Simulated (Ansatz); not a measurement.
Input and command of a plane-wave DFT calculation in Ansatz:

```yaml
crystal:
  lattice:
    - [0.0, 2.6735, 2.6735]
    - [2.6735, 0.0, 2.6735]
    - [2.6735, 2.6735, 0.0]
  atoms:
    - { symbol: K, position: [-0.009351038, 0.009351038, 0.009351038] }
    - { symbol: F, position: [0.5, 0.5, 0.5] }
basis:
  ecutwfc: 420
kpoints:
  mp_grid: { grid: [8, 8, 8] }
hamiltonian:
  xc: pbe
scf:
  occupations: { method: gaussian, width: 0.05 }
output:
  forces: true
  stress: true
  eigenvalues: true
  write_density: true
  write_potential: true
  elf: true
  volumetric_format: npy
```

```bash
ansatz run input.yaml --threads 1 --pin off --max-ram 2560MiB --backend cpu --events-out ev --progress --plain --runs-dir out
```

Processor: Arm Neoverse V2, 1 thread, on a host shared with other jobs.

**Question.** Estimate time, memory and problem size.

**Answer.** About 3 s on 1 thread of Arm Neoverse V2, with other jobs on the host, peak memory 0.3 GiB. It solves 12 bands at 59 k points (the mesh reduced by symmetry) with about 725 plane waves, in 7 SCF iterations.
